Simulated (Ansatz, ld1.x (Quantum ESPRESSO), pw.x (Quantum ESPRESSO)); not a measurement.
Equation-of-state test of one TM potential (In (Z = 49))

```json
{
  "Element": "indium",
  "Generator": "ld1.x (Quantum ESPRESSO) 7.5",
  "Type": "norm-conserving Troullier–Martins (Kleinman–Bylander form)",
  "Functional": "PBE",
  "Relativity": "scalar-relativistic",
  "Frozen core": "[Kr] 4d10",
  "Valence charge": "3",
  "Reference configuration": "5s2 5p1",
  "Partial waves": "5p (bound): rc 2.70 bohr; 5s (bound): rc 1.90 bohr",
  "Local potential": "the s channel",
  "Core correction": "none"
}
```

Crystal test: fcc In in pw.x 7.5, no spin, 12³ k-points, Fermi–Dirac smearing 0.01 Ry, cutoffs 50/200 Ry. The reference is all-electron LAPW (Ansatz 0.2.0) with the same functional, mesh and smearing; V0 and B0 come from Birch–Murnaghan fits to the pressures at five volumes. Errors are pseudo minus all-electron; Δ is the rms difference of the E(V) curves that follow from these fits, minima aligned, over ±6 % about the mean V0. Mesh and smearing are coarse, so the numbers serve the comparison and aren't converged zero-temperature values; the lattice is a test structure that the element need not adopt.

All-electron: a0 = 4.791 Å (V0 = 27.50 Å³/atom), B0 = 34.9 GPa.

Problem. How far does the potential miss the all-electron equation of state?

Solution. mean pressure error (GPa): -10.29. The pressure does not cross zero within the volumes sampled, so no fit is given. This is a poor potential for the solid. The pseudo pressure rises with volume over part of the range, a mechanical instability.

| V (Å³/atom) | P all-electron (GPa) | P pseudo (GPa) |
| --- | --- | --- |
| 26.366 | 1.64 | -10.51 |
| 27.060 | 0.58 | -10.53 |
| 27.754 | -0.32 | -10.50 |
| 28.448 | -1.08 | -10.45 |
| 29.142 | -1.74 | -10.36 |

Problem. At the middle volume, how do free energy and pressure move when the wave cutoff is lowered (ecutrho kept at four times it)?

Solution.

| cutoff (Ry) | shift of F (meV/atom) | shift of P (GPa) |
| --- | --- | --- |
| 22 | +32.6 | -0.72 |
| 30 | +12.5 | +0.03 |
| 40 | +5.9 | -0.13 |

Input at the middle volume:

```
&control
  calculation='scf', prefix='x', pseudo_dir='./', outdir='./tmp', tstress=.true., disk_io='none'
/
&system
  ibrav=0, nat=1, ntyp=1, ecutwfc=50, ecutrho=200, nbnd=8,
  occupations='smearing', smearing='fd', degauss=0.01
/
&electrons
  conv_thr=1e-09, mixing_beta=0.4, electron_maxstep=70
/
ATOMIC_SPECIES
In 1.0 In.UPF
CELL_PARAMETERS angstrom
  0.00000000 2.40306322 2.40306322
  2.40306322 0.00000000 2.40306322
  2.40306322 2.40306322 0.00000000
ATOMIC_POSITIONS crystal
In 0.0000 0.0000 0.0000
K_POINTS automatic
12 12 12 0 0 0
```

```bash
pw.x < In.scf.in > In.scf.out
```

Lines of the output:

```
Message from routine setup:
     using ibrav=0 with symmetry is DISCOURAGED, use correct ibrav instead
     lattice parameter (alat)  =       6.4221  a.u.
     unit-cell volume          =     187.2933 (a.u.)^3
     number of electrons       =         3.00
     number of Kohn-Sham states=            8
     kinetic-energy cutoff     =      50.0000  Ry
     charge density cutoff     =     200.0000  Ry
     scf convergence threshold =      1.0E-09
     Exchange-correlation= PBE
     number of k points=    72  Fermi-Dirac smearing, width (Ry)=  0.0100
     iteration #  1     ecut=    50.00 Ry     beta= 0.40
     total energy              =      -4.04375954 Ry
     estimated scf accuracy    <       0.00432262 Ry
     iteration #  2     ecut=    50.00 Ry     beta= 0.40
     total energy              =      -4.04365703 Ry
     estimated scf accuracy    <       0.00149430 Ry
     iteration #  3     ecut=    50.00 Ry     beta= 0.40
     total energy              =      -4.04366953 Ry
     estimated scf accuracy    <       0.00000129 Ry
     iteration #  4     ecut=    50.00 Ry     beta= 0.40
     c_bands:  1 eigenvalues not converged
     total energy              =      -4.04366970 Ry
     estimated scf accuracy    <       0.00000004 Ry
     iteration #  5     ecut=    50.00 Ry     beta= 0.40
     the Fermi energy is     3.9699 ev
!    total energy              =      -4.04366971 Ry
     estimated scf accuracy    <          1.2E-10 Ry
     smearing contrib. (-TS)   =      -0.00237943 Ry
     The total energy is F=E-TS. E is the sum of the following terms:
     one-electron contribution =       1.87137827 Ry
     hartree contribution      =       0.01525821 Ry
     xc contribution           =      -1.38459208 Ry
     ewald contribution        =      -4.54333468 Ry
     convergence has been achieved in   5 iterations
          total   stress  (Ry/bohr**3)                   (kbar)     P=     -105.04
     Message from routine punch:
     Nothing written, as per user request (disk_io='none')
```

The run at the middle volume (72 k-points, 5 iterations) took about 5.2 s on one core of a shared host (Neoverse-V2, 96 threads, 742 GiB, load 45).
